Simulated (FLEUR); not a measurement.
## PbS (Galena) under changes of volume

One of the cells (26.086 Å³/atom); the others are scaled copies at fixed shape and fractional positions:

```
Pb S
1.0
     0.00000    2.96575    2.96575
     2.96575    0.00000    2.96575
     2.96575    2.96575    0.00000
Pb S
1 1
Cartesian
  0.0000 0.0000 0.0000
  2.9657 2.9657 2.9657
```

```yaml
Program: FLEUR MaX-R8.1 (later development tree)
Functional: SCAN
Potentials_or_basis: all-electron
Basis: FLAPW
Kmax: 4.54 1/bohr
k_mesh: 8 × 8 × 8
Occupations: fermi-dirac, width 0.05 eV
Spin: no spin polarisation
```

```csv
volume (Å³/atom),energy over the lowest point (meV/atom),gap on the mesh (eV)
24.521,?,?
25.042,14.40,0.42
26.086,0.00,0.58
27.129,1.82,0.73
27.651,7.81,0.79
```

What does the run at 24.521 Å³/atom give?

Energy over the lowest point 28.76 meV/atom; gap on the mesh 0.32 eV.

Worked out: A Birch-Murnaghan fit of order 2 (a polynomial in V^(-2/3)) to the other rows has its minimum at 26.47 Å³/atom with B0 = V·E''(V) = 58 GPa. It gives 28.70 meV/atom at 24.521 Å³/atom, against the run's 28.76. A straight line through the other rows of the gap, of slope 3.76 eV per unit of ln V (its deformation potential), extrapolates to 0.34 eV, against the run's 0.32.

Energies are extrapolated to zero smearing.

Caveats: the meta-GGA is that of a development version, with a GGA for the radial functions and cores and without core tails; spin-orbit coupling is left out, which as a rule narrows the gap of such compounds by several tenths of an eV.

A mesh can miss the band edges.
